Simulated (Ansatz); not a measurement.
This AlGa3As4 structure is the end of a relaxation. The cell was found from a structure generator's guess, not taken from experiment.

All numbers below come from DFT PBE, scalar-relativistic, plane waves, PAW in Ansatz. Cutoff 420 eV, Γ-centred mesh, Gaussian smearing, no spin polarisation.

```yaml
crystal:
  lattice:
    - [4.06098, 0.00000, 0.00000]
    - [0.00000, 4.06098, 0.00000]
    - [0.00000, 0.00000, 11.47567]
  atoms:
    - { symbol: Al, position: [0.50000, 0.50000, 0.00000] }
    - { symbol: Ga, position: [0.00000, 0.00000, 0.75025] }
    - { symbol: Ga, position: [0.00000, 0.00000, 0.24975] }
    - { symbol: Ga, position: [0.50000, 0.50000, 0.50000] }
    - { symbol: As, position: [0.50000, 0.00000, 0.12410] }
    - { symbol: As, position: [0.00000, 0.50000, 0.37490] }
    - { symbol: As, position: [0.50000, 0.00000, 0.62510] }
    - { symbol: As, position: [0.00000, 0.50000, 0.87590] }
```

The zero of energy is the elements' standard structures at the same level; no fitted shifts are applied.

Task: Find its symmetry and describe it.

Result: P-4m2 (No. 115), with Al and Ga ordered on zinc blende sites. Conventional cell: a = 4.061 Å, c = 11.476 Å. Around Al lie 4 As at 2.48 Å; Ga on a site of symmetry 2mm has 4 As at 2.49 Å; Ga on a site of symmetry -4m2 has 4 As at 2.49 Å; As on its first site is surrounded by 2 Al at 2.48 Å and 2 Ga at 2.49 Å; 1 more site not described.

Task: How far does it lie from the elements in energy?

Result: −0.384 eV/atom. Whether it is stable depends on the other phases of the system, which aren't compared here.

Task: Is it a metal?

Result: No, the gap on the 10×10×4 mesh is 0.52 eV.

The last run used a 10×10×4 mesh (in the run's order of axes) for its 8-atom cell and Gaussian smearing of 0.02 eV. Kohn–Sham gaps at this level usually fall short of measured ones. The reference form of As is held partly by dispersion forces, which this level lacks. Symmetry constrained the relaxation, so the result can be a saddle point.
